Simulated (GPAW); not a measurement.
# Ru (P6_3/mmc) in GPAW: a series of runs, part 2 of 2

GPAW 26.7.0. The steps go on from the part before.

## 5. Single point, PBE

Contents of run.py:

```python
from ase.dft.bandgap import bandgap
from ase.io import read, write
from ase.units import GPa
from gpaw import GPAW, PW

atoms = read('Ru.cif')

calc = GPAW(mode=PW(900),
            xc='PBE',
            kpts={'size': (8, 8, 5), 'gamma': True},
            occupations={'name': 'fermi-dirac', 'width': 0.05},
            nbands=29,
            convergence={'density': 1e-05, 'energy': 1e-05},
            maxiter=100,
            txt='gpaw.txt')
atoms.calc = calc
energy = atoms.get_potential_energy()
forces = atoms.get_forces()
stress = atoms.get_stress()
calc.write('gs.gpw')
write('result.traj', atoms)
print(f'Energy: {energy:.6f} eV')
print('Forces (eV/A):')
print(forces.round(4))
print('Stress (GPa):', (stress / GPa).round(3))
print('Fermi level:', round(calc.get_fermi_level(), 4), 'eV')
print(f'Gap: {bandgap(calc)[0]:.4f} eV, direct: {bandgap(calc, direct=True)[0]:.4f} eV')
```

Contents of Ru.cif:

```cif
data_Ru
_cell_length_a 2.70580000
_cell_length_b 2.70580000
_cell_length_c 4.28190000
_cell_angle_alpha 90.00000000
_cell_angle_beta 90.00000000
_cell_angle_gamma 120.00000000
_space_group_name_H-M_alt 'P1'
_space_group_name_Hall 'P 1'
_space_group_IT_number 1
loop_
_space_group_symop_operation_xyz
'x,y,z'
loop_
_atom_site_label
_atom_site_type_symbol
_atom_site_symmetry_multiplicity
_atom_site_Wyckoff_symbol
_atom_site_fract_x
_atom_site_fract_y
_atom_site_fract_z
_atom_site_occupancy
Ru1 Ru 1 a 0.6666666667 0.3333333333 0.7500000000 1
Ru2 Ru 1 a 0.3333333333 0.6666666667 0.2500000000 1
```

Potentials or basis: GPAW PAW data sets (gpaw-data 1.2.1), pw.

Launch:

```bash
$ OMP_NUM_THREADS=1 python run.py
```

gpaw.txt:

```text
__  _  _
 | _ |_)|_||  |
 |__||  | ||/\| - 26.7.0

Input parameters:
  mode=PW(ecut=900.0000000000001),
  convergence={'density': 1e-05, 'energy': 1e-05},
  kpts=MonkhorstPack(size=(8, 8, 5), gamma=True),
  maxiter=100,
  nbands=29,
  occupations=Occupations(name='fermi-dirac', width=0.05),
  xc=XC(name='PBE')

Diagonalizing LCAO Hamiltonian
Converting LCAO to pw mode

          Ru

        Ru

Atoms  # Å, Bohr magnetons
|   | symbol |         x |        y |        z |    initial magnetic moments |
|---|--------|-----------|----------|----------|-----------------------------|
| 0 |     Ru |  1.352900 | 0.781097 | 3.211425 | ( 0.0000,  0.0000,  0.0000) |
| 1 |     Ru | -0.000000 | 1.562194 | 1.070475 | ( 0.0000,  0.0000,  0.0000) |

Unit cell  # Å
| periodic |         x |        y |        z |  lengths |     angles |
|----------|-----------|----------|----------|----------|------------|
|      yes |  2.705800 | 0.000000 | 0.000000 | 2.705800 |  90.000000 |
|      yes | -1.352900 | 2.343292 | 0.000000 | 2.705800 |  90.000000 |
|      yes |  0.000000 | 0.000000 | 4.281900 | 4.281900 | 120.000000 |

Number of symmetries: 12
Symmetry operations  # r_c * U_cc + t_c -> r_c
|    | kind |            matrix            |
|----|------|------------------------------|
|  0 |  σ   |  1, 1, 0,  0,-1, 0,  0, 0, 1 |
|  1 |  S6  |  1, 1, 0, -1, 0, 0,  0, 0,-1 |
|  2 |  E   |  1, 0, 0,  0, 1, 0,  0, 0, 1 |
|  3 |  C2  |  1, 0, 0, -1,-1, 0,  0, 0,-1 |
|  4 |  C2  |  0, 1, 0,  1, 0, 0,  0, 0,-1 |
|  5 |  C3  |  0, 1, 0, -1,-1, 0,  0, 0, 1 |
|  6 |  S6  |  0,-1, 0,  1, 1, 0,  0, 0,-1 |
|  7 |  σ   |  0,-1, 0, -1, 0, 0,  0, 0, 1 |
|  8 |  σ   | -1, 0, 0,  1, 1, 0,  0, 0, 1 |
|  9 |  i   | -1, 0, 0,  0,-1, 0,  0, 0,-1 |
| 10 |  C3  | -1,-1, 0,  1, 0, 0,  0, 0, 1 |
| 11 |  C2  | -1,-1, 0,  0, 1, 0,  0, 0,-1 |

BZ-sampling:
  Number of BZ points: 320
  Number of IBZ points: 40

  Monkhorst-Pack size: [8, 8, 5]
  Monkhorst-Pack shift: [0.0625, 0.0625, 0.0]

K-points  # in reciprocal-cell coordinates
|     |                                coordinates |     weight |
|-----|--------------------------------------------|------------|
|   0 | (  0.00000000,   0.00000000,   0.00000000) | 0.00312500 |
|   1 | (  0.00000000,   0.00000000,   0.20000000) | 0.00625000 |
|   2 | (  0.00000000,   0.00000000,   0.40000000) | 0.00625000 |
|   3 | (  0.12500000,   0.00000000,  -0.40000000) | 0.01875000 |
|   4 | (  0.12500000,   0.00000000,  -0.20000000) | 0.01875000 |
|   5 | (  0.12500000,   0.00000000,   0.00000000) | 0.01875000 |
|   6 | (  0.12500000,   0.00000000,   0.20000000) | 0.01875000 |
|   7 | (  0.12500000,   0.00000000,   0.40000000) | 0.01875000 |
|   8 | (  0.25000000,  -0.12500000,   0.00000000) | 0.01875000 |
|   9 | (  0.25000000,  -0.12500000,   0.20000000) | 0.03750000 |
| ... |                                            |            |
|  39 | (  0.50000000,   0.50000000,   0.40000000) | 0.01875000 |

Plane wave coefficients: 1701
Cutoff: 900.0000000000001 eV

Spin-components: 1 (collinear spins)
Bands:           29
Projectors:      12
Spin-degeneracy: 2
Datatype:        complex128

Parallelization:
  kpt:    1
  domain: 1
  band:   1

Density:
  Valence electrons: 32.0
  Components: 1
  Grid points: [20 20 30]
  Charge: 0.0  # |e|

Potential:
  Grid points: [20 20 30]

species:
  Ru:
    name:    Ruthenium
    Z:       44.0
    valence: 16
    core:    28
    charge:  0.0  # [|e|]
    compensation charges:
      type: gauss
      rc: 0.39  # [Å]
      lmax: 2
    cutoffs:
      filter: 2.16  # [Å]
      core: 1.30  # [Å]
    projectors
    | kind |    occ | energy [eV] | rcut [Å] |
    |------|--------|-------------|----------|
    |   4s |  2.000 |     -76.316 |    1.281 |
    |   5s |  1.000 |      -4.236 |    1.281 |
    |   4p |  6.000 |     -46.423 |    1.286 |
    |   5p |  0.000 |      -0.913 |    1.286 |
    |   4d |  7.000 |      -5.203 |    1.254 |
    |    d |        |      22.008 |    1.254 |

    Using partial waves for Ru as LCAO basis

Reference energy: -246490.249966  # eV

eigensolver:
  PPCG
  Converge bands: occupied
  niter=2

density mixing:
  MSR1-Mixer
  Pratt-step length: 0.05
  Maximum mixing coefficient: 0.75
  Old densities: 10
  SVD Regularization: 0.005
  Good broyden scale: 1.0
  Trust region scale: 1.0
  Backstep threshold: 4.0
  History deletion threshold: 6.0
  Fourier metric: weight=20.0, sigma=0.015

occupation numbers:
  Fermi-Dirac:
    width: 0.0500  # eV

poisson solver:
  ecut: 7200.000000000001  # eV

xc functional:
  name: PBE with 2 nearest neighbor stencil

convergence criteria:
- Maximum integral of absolute [dens]ity change: 1e-05 electrons / valence electron
- Maximum [total energy] change in last 3 cyles: 1e-05 eV / valence electron
- Maximum integral of absolute [eigenst]ate change: 4e-08 eV^2 / valence electron
maximum number of iterations: 100

SCF iterations
|iter     | |      energy | eigst |  dens |
|---------|-|-------------|-------|-------|
|iter:   1| |  -20.602580 | +0.24 |       |
|iter:   2| |  -20.262926 | -2.59 | -1.07 |
|iter:   3| |  -18.987110 | -1.63 | -1.12 |
|iter:   4| |  -18.982616 | -3.99 | -2.10 |
|iter:   5| |  -18.981450 | -3.89 | -2.36 |
|iter:   6| |  -18.981473 | -6.43 | -3.58 |
|iter:   7| |  -18.981478c| -6.78 | -3.91 |
|iter:   8| |  -18.981478c| -7.61c| -4.79 |
|iter:   9| |  -18.981478c| -8.11c| -5.18c|

Converged in 9 steps
Energy contributions relative to reference atoms: (reference = -246490.249966)

Energy contributions:
  Kinetic:          -5.413619
  Coulomb:          -1.966994
  Zero:             -0.347517
  External:          0.000000
  Xc:              -11.248504
  Entropy:          -0.009690
  Spinorbit:         0.000000
  ----------------------------
  Free energy:     -18.986324
  Extrapolated:    -18.981478

dipole moment: (0.000000, 0.000000, 0.000001)  # |e|*Ang

Fermi level: 13.423
Eigenvalues  # (at kpt = [0.000, 0.000, 0.000])
| band index |      eig [eV] | occ [0-2] |
|------------|---------------|-----------|
|          0 |       -59.688 |     2.000 |
|        ... |               |           |
|          9 |         7.290 |     2.000 |
|         10 |        10.856 |     2.000 |
|         11 |        10.856 |     2.000 |
|         12 |        11.025 |     2.000 |
|         13 |        11.532 |     2.000 |
|         14 |        11.532 |     2.000 |
[... 8 lines left out ...]
|         23 |        31.984 |     0.000 |
|         24 |        36.800 |     0.000 |
|        ... |               |           |
|         28 |        38.478 |     0.000 |

No gap
No difference between direct/indirect transitions

Forces  # eV/Ang
|       x |        y |        z |
|---------|----------|----------|
| 0.00000 | -0.00000 |  0.00006 |  # Ru   0
| 0.00000 |  0.00000 | -0.00006 |  # Ru   1

Stress tensor  # eV/Ang^3
|         x |         y |         z |
|-----------|-----------|-----------|
| -0.022930 |  0.000000 |  0.000000 |
|  0.000000 | -0.022930 | -0.000000 |
|  0.000000 | -0.000000 | -0.018165 |

# Writing to gs.gpw (mode='')
```

Run time: 29 s. Hardware: 1 thread of Arm Neoverse V1, shared host; peak memory 0.19 GiB.

What came out:

```
Free energy            : -18.9863 eV
Pressure               : 3.4 GPa
Band gap on the k mesh : none (metal or under the smearing width)
```

## 6. The runs side by side

```csv
task,level,cell,cutoff (eV),maxiter,optimizer,fmax,max steps,other keys,gap on the mesh (eV),pressure (GPa)
single point,PBE,as given,600,60,-,-,-,"several, not listed",none,3.2
relaxation of cell and atoms,r4SCAN,relaxed,600,150,BFGS,0.02 eV/Å,60,-,none,0.1
single point,PBE,as given,700,50,-,-,-,"several, not listed",none,3.4
single point,PBE,as given,900,100,-,-,-,"several, not listed",none,3.4
```

Alike in all rows: potentials or basis GPAW PAW data sets (gpaw-data 1.2.1), pw; no spin polarisation; k mesh 8 × 8 × 5; smearing fermi-dirac 0.05 eV.

Caveats: later steps reuse the first step's grids (some runs); the PAW data sets were made with another functional, which shifts forces and pressure a little (some runs).

Absolute energies hang on the potentials; compare differences alone.
